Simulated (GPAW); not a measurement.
Runs of GPAW 26.7.0 on MoS2. The structure is trigonal, space group P-3m1 (No. 164). Conventional cell: a = 3.227 Å, b = 3.227 Å, c = 6.312 Å, α = 90.00°, β = 90.00°, γ = 120.00°. Around Mo (site symmetry -3m) lie 6 S at 2.42 Å. S (site symmetry 3m) is surrounded by 3 Mo at 2.42 Å. Measurements of this composition are mostly on another form, of space group No. 194.

| task | level | potentials or basis | spin | cell | k mesh | smearing | band path | band points | optimizer | fmax | max steps | gap on the mesh (eV) | pressure (GPa) | largest force (eV/Å) |
| --- | --- | --- | --- | --- | --- | --- | --- | --- | --- | --- | --- | --- | --- | --- |
| single point | PBE | GPAW PAW data sets (gpaw-data 1.2.1), pw | off | as given | 9 × 9 × 4 | gaussian 0.011 eV | - | - | - | - | - | none | 1.0 | 0.30 |
| band structure | PBE | GPAW PAW data sets (gpaw-data 1.2.1), pw | off | as given | 9 × 9 × 4 | fermi-dirac 0.05 eV | GMKGALHA,LM,KH | 60 | - | - | - | - | 1.0 | (a) |
| relaxation of cell and atoms | PBE | GPAW PAW data sets (gpaw-data 1.2.1), pw | off | relaxed | 9 × 9 × 4 | fermi-dirac 0.05 eV | - | - | LBFGS | 0.02 eV/Å | 60 | none | 0.1 | 0.01 |
| band structure | LDA | the program's PAW data sets (release 1.2.1) made for this functional, pw | off | as given | 9 × 9 × 4 | fermi-dirac 0.05 eV | GMKGALHA,LM,KH | 80 | - | - | - | - | -6.4 | 0.19 |
| band structure | PBE | GPAW PAW data sets (gpaw-data 1.2.1), pw | SOC, no magnetisation | as given | 7 × 7 × 3 | fermi-dirac 0.05 eV | GMKGALHA,LM,KH | 80 | - | - | - | - | (b) | 0.27 |

Alike in all rows: cutoff (eV) 600.

Task: Fill in the values left out.

Result: (a) 0.29; (b) 1.3.

Caveats: this functional lacks dispersion, which binds the layers, so the pressure and a relaxed spacing across them are unreliable (some runs); later steps reuse the first step's grids (some runs); spin-orbit coupling was added after a scalar SCF, so levels and gaps hold it while energy, forces, pressure and moments don't (some runs); this program's spin-orbit splittings come out too wide for heavy elements (some runs).

A k mesh can miss the band edges, and rows without SOC leave out spin-orbit coupling on Mo.

A gap of «none» marks a metal or a gap under the smearing width.
